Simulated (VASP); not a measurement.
# Si (Fm-3m) in VASP: a series of runs

One crystal, Si, is run at these levels: PBE+D3(BJ); tasks: relaxation of the atoms.

Program: VASP 6.6.1. These are calculated values, not measurements. Logs are shortened: lines on timing, memory, paths and dates and some standing lists are left out, and cuts for length are marked.

## (1) The undisturbed crystal

It takes space group Fm-3m (No. 225, cubic). Conventional cell: a = 3.822 Å, b = 3.822 Å, c = 3.822 Å, α = 90.00°, β = 90.00°, γ = 90.00°. Si (site symmetry m-3m) has 12 Si at 2.70 Å as nearest neighbours.

This isn't the form of Si at room conditions, which is diamond.

## (2) Relaxation of the atoms, PBE+D3(BJ) (a relaxed cell with its volume scaled by 0.94)

Input file INCAR:

```
ALGO = Fast ; EDIFF = 1E-7
EDIFFG = -0.01 ; ENCUT = 600
GGA = PE ; IBRION = 2
ISIF = 2 ; ISMEAR = 1
IVDW = 12 ; LASPH = T
LCHARG = F ; LREAL = F
LWAVE = F ; NELM = 80
NSW = 40 ; PREC = Accurate
SIGMA = 0.1
```

Input file KPOINTS:

```
k-points
0
Gamma
  16 16 16
```

Input file POSCAR:

```
Si                                      
1.0
    0.0000000000      1.8578417252      1.8578417252
    1.8578417252      0.0000000000      1.8578417252
    1.8578417252      1.8578417252      0.0000000000
  Si            
     1
Direct
     0.0000000000000000    0.0000000000000000    0.0000000000000000
```

Potentials or basis: VASP PAW PBE potentials, release 64 (Si).

On the command line:

```console
$ cat potpaw_PBE.64/Si/POTCAR > POTCAR
$ mpirun -np 1 vasp_std > vasp.out
```

OUTCAR:

```text
EDIFF = 1E-7
   EDIFFG = -0.01
   ENCUT = 600
   GGA = PE
   IBRION = 2
   ISIF = 2
   ISMEAR = 1
   IVDW = 12
   LASPH = T
   LREAL = F
   NELM = 80
   NSW = 40
   PREC = Accurate
 IVDW          = 12

 ion  position               nearest neighbor table
   1  0.000  0.000  0.000-

  LATTYP: Found a face centered cubic cell.
 ALAT       =     3.7156834504

  Lattice vectors:

 A1 = (   0.0000000000,   1.8578417252,   1.8578417252)
 A2 = (   1.8578417252,   0.0000000000,   1.8578417252)
 A3 = (   1.8578417252,   1.8578417252,   0.0000000000)

Analysis of symmetry for initial positions (statically):
=====================================================================
 Subroutine PRICEL returns:
 Original cell was already a primitive cell.

 Routine SETGRP: Setting up the symmetry group for a
 face centered cubic supercell.

 Subroutine GETGRP returns: Found 48 space group operations
 (whereof 48 operations were pure point group operations)
 out of a pool of 48 trial point group operations.

The static configuration has the point symmetry O_h .

Analysis of symmetry for dynamics (positions and initial velocities):
=====================================================================
 Subroutine PRICEL returns:
 Original cell was already a primitive cell.

 Routine SETGRP: Setting up the symmetry group for a
 face centered cubic supercell.

 Subroutine GETGRP returns: Found 48 space group operations
 (whereof 48 operations were pure point group operations)
 out of a pool of 48 trial point group operations.

The dynamic configuration has the point symmetry O_h .

 Subroutine INISYM returns: Found 48 space group operations
 (whereof 48 operations are pure point group operations),
 and found     1 'primitive' translations

----------------------------------------------------------------------------------------

                                     Primitive cell

  volume of cell :      12.8250

  direct lattice vectors                    reciprocal lattice vectors
     0.000000000  1.857841725  1.857841725    -0.269129492  0.269129492  0.269129492
     1.857841725  0.000000000  1.857841725     0.269129492 -0.269129492  0.269129492
     1.857841725  1.857841725  0.000000000     0.269129492  0.269129492 -0.269129492

  length of vectors
     2.627384965  2.627384965  2.627384965     0.466145954  0.466145954  0.466145954

  position of ions in fractional coordinates (direct lattice)
     0.000000000  0.000000000  0.000000000

  ion indices of the primitive-cell ions
   primitive index   ion index
                 1           1

----------------------------------------------------------------------------------------

 KPOINTS: k-points

Automatic generation of k-mesh.
 Grid dimensions read from file:
 generate k-points for:   16   16   16

 Generating k-lattice:

  Cartesian coordinates                     Fractional coordinates (reciprocal lattice)
    -0.016820593  0.016820593  0.016820593     0.062500000  0.000000000  0.000000000
     0.016820593 -0.016820593  0.016820593     0.000000000  0.062500000  0.000000000
     0.016820593  0.016820593 -0.016820593     0.000000000  0.000000000  0.062500000

  Length of vectors
     0.029134122  0.029134122  0.029134122

  Shift w.r.t. Gamma in fractional coordinates (k-lattice)
     0.000000000  0.000000000  0.000000000

 Subroutine IBZKPT returns following result:
 ===========================================

 Found    145 irreducible k-points:

 Following reciprocal coordinates:
            Coordinates               Weight
  0.000000  0.000000  0.000000      1.000000
  0.062500  0.000000  0.000000      8.000000
  0.125000  0.000000  0.000000      8.000000
  0.187500  0.000000  0.000000      8.000000
  0.250000  0.000000  0.000000      8.000000
  0.312500  0.000000  0.000000      8.000000
[... 16 lines left out ...]
 -0.125000  0.062500  0.000000     24.000000
 -0.062500  0.062500  0.000000     12.000000
 [... further k-points ...]
   k-points           NKPTS =    145   k-points in BZ     NKDIM =    145   number of bands    NBANDS=      6
   number of dos      NEDOS =    301   number of ions     NIONS =      1
   total plane-waves  NPLWV =  13824
   dimension x,y,z NGX =    24 NGY =   24 NGZ =   24
   dimension x,y,z NGXF=    48 NGYF=   48 NGZF=   48
   ions per type =               1
   NGX,Y,Z   is equivalent  to a cutoff of  15.19, 15.19, 15.19 a.u.
   NGXF,Y,Z  is equivalent  to a cutoff of  30.37, 30.37, 30.37 a.u.
 SYSTEM =  unknown system
   PREC   = accura    normal or accurate (medium, high low for compatibility)
   ISTART =      0    job   : 0-new  1-cont  2-samecut
   ICHARG =      2    charge: 1-file 2-atom 10-const
   ISPIN  =      1    spin polarized calculation?
   LNONCOLLINEAR =      F non collinear calculations
   LSORBIT =      F    spin-orbit coupling
   LASPH  =      T    aspherical Exc in radial PAW
   ENCUT  =  600.0 eV  44.10 Ry    6.64 a.u.   5.25  5.25  5.25*2*pi/ulx,y,z
   NELM   =     80;   NELMIN=  2; NELMDL= -5     # of ELM steps
   EDIFF  = 0.1E-06   stopping-criterion for ELM
   LREAL  =      F    real-space projection
   EDIFFG = -.1E-01   stopping-criterion for IOM
   NSW    =     40    number of steps for IOM
   IBRION =      2    ionic relax: 0-MD 1-quasi-New 2-CG
   NFREE  =      1    steps in history (QN), initial steepest desc. (CG)
   ISIF   =      2    stress and relaxation
   ISYM   =      2    0-nonsym 1-usesym 2-fastsym
   POTIM  = 0.5000    time-step for ionic-motion
   TEBEG  =    0.0;   TEEND  =   0.0 temperature during run
   PSTRESS=    0.0 pullay stress
   NELECT =       4.0000    total number of electrons
   NUPDOWN=      -1.0000    fix difference up-down
   EMIN   =  10.00;   EMAX   =-10.00  energy-range for DOS
   EFERMI =   0.00;   METHOD = LEGACY
   ISMEAR =     1;   SIGMA  =   0.10  broadening in eV -4-tet -1-fermi 0-gaus
   EFERMI_NEDOS =   21; number of points for ismear=-14 and -15
   IALGO  =     68    algorithm
   IMIX   =      4    mixing-type and parameters
     AMIX     =   0.40;   BMIX     =  1.00
     AMIX_MAG =   1.60;   BMIX_MAG =  1.00
  volume/ion in A,a.u.               =      12.82        86.55
  Fermi-wavevector in a.u.,A,eV,Ry     =   1.110221  2.098014 16.770415  1.232591
  Thomas-Fermi vector in A             =   2.246770
   LORBIT       =      0    0 simple, 1 ext, 2 COOP (PROOUT), +10 PAW based schemes
   GGA     = PE    functional components
   LHFCALC =     F    Hartree Fock is set to
   AEXX    =    0.0000 exact exchange contribution
   IVDW    =    12    specifies the selected vdW correction
   LEPSILON=     F    determine dielectric tensor
   LRPA    =     F    only Hartree local field effects (RPA)
 conjugate gradient relaxation of ions
 non-spin polarized calculation
 RMM-DIIS sequential band-by-band and
 Methfessel and Paxton  Order N= 1 SIGMA  =   0.10
  energy-cutoff  :      600.00
  volume of cell :       12.82
 maximum number of plane-waves:       444
 NGX is ok and might be reduce to    24
   NGX = 11   NGY = 11   NGZ = 11

 number of electron       4.0000000 magnetization

 Free energy of the ion-electron system (eV)
  ---------------------------------------------------
  ext. energy  EPLUGINS =         0.00000000
  ---------------------------------------------------
  free energy    TOTEN  =        -4.82415009 eV

  energy without entropy =       -4.82450182  energy(sigma->0) =       -4.82426734

 E-fermi :  11.8543     XC(G=0): -11.6897

 val. band max:       11.8460692691   @ k =  -0.3125   0.3750   0.1875
 cond. band min:      12.0007554825   @ k =  -0.3125   0.3750   0.1875
 fundamental gap:      0.1546862134
 Fermi energy:        11.8543360970

 k-point     1 :       0.0000    0.0000    0.0000
  band No.  band energies     occupation
      1      -3.7768      2.00000
      2      24.2518      0.00000
      3      24.2518      0.00000
      4      24.2522      0.00000
      5      24.5280      0.00000
      6      24.5280      0.00000

 k-point     2 :       0.0625    0.0000    0.0000
  band No.  band energies     occupation
      1      -3.6534      2.00000
      2      21.7942      0.00000
      3      23.3848      0.00000
      4      23.3848      0.00000
      5      25.5587      0.00000
      6      25.5608      0.00000

 k-point     3 :       0.1250    0.0000    0.0000
  band No.  band energies     occupation
      1      -3.2835      2.00000
      2      18.8939      0.00000
      3      22.5862      0.00000
      4      22.5862      0.00000
      5      26.2444      0.00000
      6      26.7379      0.00000

 k-point     4 :       0.1875    0.0000    0.0000
  band No.  band energies     occupation
      1      -2.6685      2.00000
      2      16.0041      0.00000
      3      21.9866      0.00000
      4      21.9866      0.00000
      5      26.1929      0.00000
      6      27.1230      0.00000

 k-point     5 :       0.2500    0.0000    0.0000
  band No.  band energies     occupation
      1      -1.8108      2.00000
      2      13.2328     -0.00000
      3      21.5887      0.00000
      4      21.5887      0.00000
      5      26.1008      0.00000
      6      26.1933      0.00000
[... 136 lines left out ...]
 k-point    21 :      -0.2500    0.0625    0.0000
  band No.  band energies     occupation
      1      -1.3630      2.00000
      2      12.4375     -0.00000
      3      19.4060      0.00000
      4      22.7961      0.00000
      5      24.7618      0.00000
      6      26.3263      0.00000

 k-point    22 :      -0.1875    0.0625    0.0000
  band No.  band energies     occupation
      1      -2.3004      2.00000
      2      15.1472      0.00000
      3      19.7267      0.00000
      4      23.2576      0.00000
      5      25.7378      0.00000
      6      26.8056      0.00000

 k-point    23 :      -0.1250    0.0625    0.0000
  band No.  band energies     occupation
      1      -2.9962      2.00000
      2      17.9767      0.00000
      3      20.2633      0.00000
      4      23.8473      0.00000
      5      25.7565      0.00000
      6      26.7665      0.00000

 k-point    24 :      -0.0625    0.0625    0.0000
  band No.  band energies     occupation
      1      -3.4478      2.00000
      2      20.6617      0.00000
      3      21.1685      0.00000
      4      24.5712      0.00000
      5      24.6438      0.00000
      6      26.4004      0.00000

 [... further k-points ...]

------------------------ aborting loop because EDIFF is reached ----------------------------------------

 Edisp (eV)   -0.48561

 E8    (eV) :    -0.1988

  FORCE on cell =-STRESS in cart. coord.  units (eV):
  Direction    XX          YY          ZZ          XY          YZ          ZX
  --------------------------------------------------------------------------------------
  -------------------------------------------------------------------------------------
  Total       0.55205     0.55205     0.55205     0.00000    -0.00000     0.00000
  in kB      68.96607    68.96607    68.96607     0.00000    -0.00000     0.00000
  external pressure =       68.97 kB  Pullay stress =        0.00 kB

 VOLUME and BASIS-vectors are now :
 -----------------------------------------------------------------------------
  energy-cutoff  :      600.00
  volume of cell :       12.82
      direct lattice vectors                 reciprocal lattice vectors
     0.000000000  1.857841725  1.857841725    -0.269129492  0.269129492  0.269129492
     1.857841725  0.000000000  1.857841725     0.269129492 -0.269129492  0.269129492
     1.857841725  1.857841725  0.000000000     0.269129492  0.269129492 -0.269129492

 POSITION                                       TOTAL-FORCE (eV/Angst)
 -----------------------------------------------------------------------------------
      0.00000      0.00000      0.00000         0.000000      0.000000      0.000000
 -----------------------------------------------------------------------------------
    total drift:                                0.000000     -0.000000     -0.000000

  FREE ENERGIE OF THE ION-ELECTRON SYSTEM (eV)
  ---------------------------------------------------
  free  energy   TOTEN  =        -5.3097552217 eV

  energy  without entropy=       -5.3101069504  energy(sigma->0) =       -5.30987246

 reached required accuracy - stopping structural energy minimisation
```

Wall time 5.5 s (1 thread of Intel Xeon 6975P-C (Granite Rapids), shared host); peak memory 0.15 GiB.

Results:

```yaml
Free_energy: -5.3098 eV
Pressure_after_relaxing: 6.9 GPa
Band_gap_on_the_k_mesh: none (metal or under the smearing width)
Dispersion_energy_per_atom: -0.486 eV
```

Final structure:
```
CELL_PARAMETERS angstrom
0.00000 1.85784 1.85784
1.85784 0.00000 1.85784
1.85784 1.85784 0.00000
ATOMIC_POSITIONS crystal
Si 0.00000 0.00000 0.00000
```

Caveat: the relaxation stopped at its first step, so nothing moved; pairwise dispersion overbinds metals, which lowers pressure and volume.

(Part 1 of 2 ends here.)
